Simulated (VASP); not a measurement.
Write the native input for VASP 6.6.1 that does the following.

- Task: relaxation of cell and atoms
- Functional: PBE
- Potentials or basis: VASP PAW PBE potentials, release 54 (N, B)
- Cutoff: 600 eV
- k mesh: 13 × 13 × 13
- Occupations: fermi-dirac, width 0.05 eV
- Spin: no spin polarisation
- Further INCAR settings: ALGO = Normal; EDIFF = 1e-06; IBRION = 2; EDIFFG = -0.005; NSW = 60; ISIF = 3

The structure of BN lies in POSCAR:

```
BN
1.0
    0.0000000000      1.8130010000      1.8130010000
    1.8130010000      0.0000000000      1.8130010000
    1.8130010000      1.8130010000      0.0000000000
N B
1 1
Direct
    0.2500000000      0.2500000000      0.2500000000
    0.0000000000      0.0000000000      0.0000000000
```

The cell is a database's computed one.

One way to write it, as run:

INCAR

```
  PREC = Accurate
  ENCUT = 600
  EDIFF = 1E-6
  ISMEAR = -1
  SIGMA = 0.05
  LREAL = False
  LASPH = True
  NELM = 80
  ALGO = Normal
  ISIF = 3
  LWAVE = False
  LCHARG = False
  GGA = PE
  IBRION = 2
  NSW = 60
  EDIFFG = -0.005
```

KPOINTS

```
Automatic mesh
0
Gamma
  13 13 13
```

Potentials or basis: VASP PAW PBE potentials, release 54 (N, B).

Command:

```bash
$ cat potpaw_PBE.54/N/POTCAR potpaw_PBE.54/B/POTCAR > POTCAR
$ mpirun -np 1 vasp_std > vasp.out
```

It gave:

| Quantity | Value |
| --- | --- |
| Relaxed volume | 5.95 Å³/atom |
| Relaxed cell | a = 2.563 Å, b = 2.563 Å, c = 2.563 Å, α = 60.00°, β = 60.00°, γ = 60.00° |
| Space group after relaxing (to 0.05 Å) | F-43m (No. 216) |
| Energy gained by relaxing | 0.0 meV/atom |
| Ionic steps | 3 |
| Pressure after relaxing | 0.0 GPa |
| Band gap on the k mesh | 4.52 eV, indirect (least direct gap 8.78 eV) |

Caveat: an odd mesh through Γ misses points on the zone boundary, where band edges often lie.

Run time: 9.1 s on 1 thread of Intel(R) Xeon(R) Platinum 8375C CPU @ 2.90GHz (Ice Lake), with other jobs on the host, peak memory 0.12 GiB.
